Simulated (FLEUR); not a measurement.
# Equation of state of CeO2 under PBEsol

The structure is cubic, space group Fm-3m (No. 225). The conventional cell has a = 5.407 Å, b = 5.407 Å, c = 5.407 Å, α = 90.00°, β = 90.00°, γ = 90.00°. Ce (site symmetry m-3m) has 8 O at 2.34 Å as nearest neighbours. O (site symmetry -43m) is surrounded by 4 Ce at 2.34 Å.

The cell was scaled at fixed shape and fractions and run with FLEUR, all-electron, FLAPW; PBEsol, k mesh 9 × 9 × 9 on the cell of 3 atoms, fermi-dirac occupations of 0.05 eV, collinear spin, program default start, no spin-orbit coupling. Energies are those that the program minimises, any entropy of the smearing included. The magnetic state is the one that the start led to, which needn't be the lowest. Plain semilocal runs treat an open f shell poorly.

```csv
V (Å³/atom),energy over the lowest row (meV/atom)
12.3848,26.21
12.6483,10.15
12.9118,?
13.1753,0.00
13.4388,4.56
13.7023,14.76
13.9658,29.81
```

Task: Fit the third-order Birch-Murnaghan form, give V0, B0 and B′, and predict the energy left open.

Result: With y = (V0/V)^(2/3), E = E0 + (9 V0 B0/16) [(y - 1)³ B′ + (y - 1)² (6 - 4y)]. Least squares through the rows shown give V0 = 13.1088 Å³/atom, E0 = -0.17 meV, B0 = 191.6 GPa (1 eV/Å³ = 160.218 GPa) and B′ = 4.22, with a largest miss of 0.06 meV. At V = 12.9118 the form with these constants gives 1.65 meV; the run gave 1.51 meV an atom.
